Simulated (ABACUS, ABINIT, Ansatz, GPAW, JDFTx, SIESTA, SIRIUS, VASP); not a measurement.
**One calculation of CsPbBr3, 8 ways**

```
Pb Cs Br
1.0
     5.87000    0.00000    0.00000
     0.00000    5.87000    0.00000
     0.00000    0.00000    5.87000
Pb Cs Br
1 1 3
Direct
  0.50000 0.50000 0.50000
  0.00000 0.00000 0.00000
  0.50000 0.50000 0.00000
  0.50000 0.00000 0.50000
  0.00000 0.50000 0.50000
```

Measurements of this composition are mostly on another form, of space group No. 62.

Alike in all runs: task single point; functional PBEsol; k mesh 5 × 5 × 5; occupations fermi-dirac, width 0.05 eV; no spin polarisation; no spin-orbit coupling. Pressure is positive in compression and, in plane waves, holds the error of the finite cutoff.

```json
{"program and potentials": "JDFTx, PseudoDojo-SR-PBEsol-0.4.1-standard with smoothed tails", "plane-wave cutoff (eV)": "762", "notes": "-", "pressure (GPa)": "-0.02"}
{"program and potentials": "ABACUS, PseudoDojo NC SR 0.4.1 PBEsol standard, plane waves", "plane-wave cutoff (eV)": "857", "notes": "-", "pressure (GPa)": "-0.02"}
{"program and potentials": "GPAW, PAW data sets generated for this functional", "plane-wave cutoff (eV)": "600", "notes": "-", "pressure (GPa)": "-0.08"}
{"program and potentials": "ABINIT, PseudoDojo NC SR PBEsol v0.4.1 standard", "plane-wave cutoff (eV)": "762", "notes": "-", "pressure (GPa)": "-0.02"}
{"program and potentials": "Ansatz, all-electron LAPW, scalar-relativistic", "plane-wave cutoff (eV)": "-", "notes": "-", "pressure (GPa)": "-0.03"}
{"program and potentials": "SIRIUS, PseudoDojo 0.4.1 PBEsol standard (scalar relativistic)", "plane-wave cutoff (eV)": "765", "notes": "-", "pressure (GPa)": "-0.02"}
{"program and potentials": "VASP, PBE PAW files Br, Cs_sv, Pb_d, 520 eV", "plane-wave cutoff (eV)": "520", "notes": "potentials made for PBE", "pressure (GPa)": "-0.04"}
{"program and potentials": "SIESTA, files PseudoDojo sr-pbesol-0.4.1-standard, DZP (energy shift 0.003 Ry; two zetas on semicore shells; d shell added on Cs)", "plane-wave cutoff (eV)": "-", "notes": "atomic basis", "pressure (GPa)": "0.25"}
```

The pressure spans -0.08 (GPAW, PAW data sets generated for this functional) to 0.25 GPa (SIESTA, files PseudoDojo sr-pbesol-0.4.1-standard, DZP (energy shift 0.003 Ry; two zetas on semicore shells; d shell added on Cs)), with all-electron results at -0.03. Rows in atomic bases carry the error of their basis and grid, which can be large.

Differences between rows come from potentials, basis sets and numerical settings, since the functional is the same but for its coding. Runs on potential files found faulty are left out.
